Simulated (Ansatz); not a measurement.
# SrTe: levels at named points

An exercise on one series of results from a longer session: the logs are not shown, and one member is left open.

Computed with Ansatz 0.2.0 (DFT PBEsol, scalar-relativistic, plane waves, PAW, unless a step's input says otherwise).

That is the level of the relaxation; later steps name their own.

1 further run of the same task is left out (set aside as unsound or not needed).

### The system as given

It takes space group Fm-3m (No. 225, cubic). Conventional cell: a = 6.606 Å, b = 6.606 Å, c = 6.606 Å, α = 90.00°, β = 90.00°, γ = 90.00°. Around Te (site symmetry m-3m) lie 6 Sr at 3.30 Å. Around Sr (site symmetry m-3m) lie 6 Te at 3.30 Å.

Coordinates:

```
Te Sr
1.0
     0.00000    3.30283    3.30283
     3.30283    0.00000    3.30283
     3.30283    3.30283    0.00000
Te Sr
1 1
Direct
  0.50000 0.50000 0.50000
  0.00000 0.00000 0.00000
```

It is the result of an earlier relaxation at this level (volume 36.03 Å³/atom; gap on the mesh: 1.57 eV).

Set-up of the first run:

Input file input.yaml:

```yaml
crystal:
  lattice:
    - [0.0, 3.3028339677, 3.3028339677]
    - [3.3028339677, 0.0, 3.3028339677]
    - [3.3028339677, 3.3028339677, 0.0]
  atoms:
    - { symbol: Te, position: [0.5, 0.5, 0.5] }
    - { symbol: Sr, position: [0.0, 0.0, 0.0] }
basis:
  ecutwfc: 420
kpoints:
  mp_grid: { grid: [8, 8, 8] }
  band_path: { path: [VBM, CBM], npoints: 2 }
hamiltonian:
  xc: pbesol
scf:
  occupations: { method: gaussian, width: 0.02 }
output:
  forces: true
  stress: true
  eigenvalues: true
```

On the command line:

```sh
$ ansatz run input.yaml --threads 2 --pin off --max-ram 5120MiB --backend cpu --events-out ev --progress --plain --runs-dir out
```

Among the steps run: Band edges over the whole zone; The run at PBEsol, 250 eV and coarse mesh; The run at LDA; Levels with PBE0; Levels with Hartree-Fock.

One of the session's tables, all rows but one given; the rest of the session is left out.

```
                         level  gap (eV)  least direct gap (eV)
PBEsol, 250 eV and coarse mesh      1.57                   2.33
                           LDA      1.54                   2.30
                          PBE0         ?                      ?
                  Hartree-Fock      7.69                   8.79
```

**Question.** Estimate the row for PBE0.

As computed: gap (eV): 3.03; least direct gap (eV): 3.89. In the column «gap (eV)» it lies between PBEsol, 250 eV and coarse mesh (1.57) and Hartree-Fock (7.69).

Gaps are by band count over the mesh and the named points; a gap of 0 means that the bands overlap or touch.

To keep in mind: The settings are coarse, so take the values as rough. Warnings in the runs' records: cutoff below recommended.
